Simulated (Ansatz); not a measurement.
# CoSn2: the cost of one run

Computed with Ansatz 0.2.0 (DFT PBEsol, scalar-relativistic, plane waves, PAW, unless a step's input says otherwise).

1 further run of the same task is left out (set aside as unsound or not needed).

### 1 The system as given

It takes space group I4/mcm (No. 140, tetragonal). The conventional cell has a = 6.280 Å, b = 6.280 Å, c = 5.398 Å, α = 90.00°, β = 90.00°, γ = 90.00°. Co (site symmetry 422) is surrounded by 2 Co at 2.70 Å and 8 Sn at 2.70 Å. Sn (site symmetry m2m) is surrounded by 4 Co at 2.70 Å and 3 Sn at 2.95 to 3.08 Å.

Structure file:

```cif
data_structure
_symmetry_space_group_name_H-M 'I4/mcm'
_symmetry_Int_Tables_number 140
_cell_length_a 6.2796
_cell_length_b 6.2796
_cell_length_c 5.3975
_cell_angle_alpha 90.000
_cell_angle_beta 90.000
_cell_angle_gamma 90.000
_cell_volume 212.84
loop_
_atom_site_label
_atom_site_type_symbol
_atom_site_symmetry_multiplicity
_atom_site_Wyckoff_symbol
_atom_site_fract_x
_atom_site_fract_y
_atom_site_fract_z
_atom_site_occupancy
Co1 Co 4 a 0.00000 0.00000 0.25000 1
Sn1 Sn 8 h 0.16633 0.66633 0.00000 1
```

This cell was relaxed beforehand with the same method: volume 17.74 Å³/atom, gap on the mesh none (metal).

### 2 The reference: the undisturbed cell on the scan's mesh

The input, input.yaml:

```yaml
crystal:
  lattice:
    - [-3.1397850674, 3.1397850674, 2.698758283]
    - [3.1397850674, -3.1397850674, 2.698758283]
    - [3.1397850674, 3.1397850674, -2.698758283]
  atoms:
    - { symbol: Co, position: [0.25, 0.25, 0.0] }
    - { symbol: Co, position: [0.75, 0.75, 0.0] }
    - { symbol: Sn, position: [0.6663276314, 0.1663276314, 0.8326552628] }
    - { symbol: Sn, position: [0.1663276314, 0.3336723686, 0.5] }
    - { symbol: Sn, position: [0.3336723686, 0.8336723686, 0.1673447372] }
    - { symbol: Sn, position: [0.8336723686, 0.6663276314, 0.5] }
basis:
  ecutwfc: 420
kpoints:
  mp_grid: { grid: [8, 8, 8] }
hamiltonian:
  xc: pbesol
scf:
  occupations: { method: gaussian, width: 0.15 }
output:
  forces: true
  stress: true
  eigenvalues: true
```

Run with:

```
> ansatz run input.yaml --threads 2 --pin off --max-ram 5120MiB --backend cpu --events-out ev --progress --plain --runs-dir out
```

What time and memory should one allow on 2 threads of Arm Neoverse V1, shared host?

About 12 s, with a peak of 0.5 GiB.
